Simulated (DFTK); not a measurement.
The system is NaF (Villiaumite).

```
Na F
1.0
     0.00000    2.32000    2.32000
     2.32000    0.00000    2.32000
     2.32000    2.32000    0.00000
Na F
1 1
Direct
  0.00000 0.00000 0.00000
  0.50000 0.50000 0.50000
```

Base run:

| Quantity | Value |
| --- | --- |
| Program | DFTK 0.8.2 |
| Functional | r2SCAN |
| Potentials or basis | in-house norm-conserving set (r2SCAN, scalar relativistic) |
| Cutoff | 1252 eV |
| k mesh | 8 × 8 × 8 |
| Occupations | fermi-dirac, width 0.05 eV |
| Spin | no spin polarisation |

Its results: band gap on the k mesh 7.14 eV, direct; pressure -1.7 GPa.

Task: The run is repeated on the same cell with these changes: functional from r2SCAN to TASK. What comes out?

Result: Band gap on the k mesh 10.23 eV, direct; pressure 11.4 GPa.

Caveats: the program warned that the kinetic-energy density falls under its von Weizsäcker bound, which can give unphysical results; the potentials were made for another functional, which shifts forces and pressure (some runs).
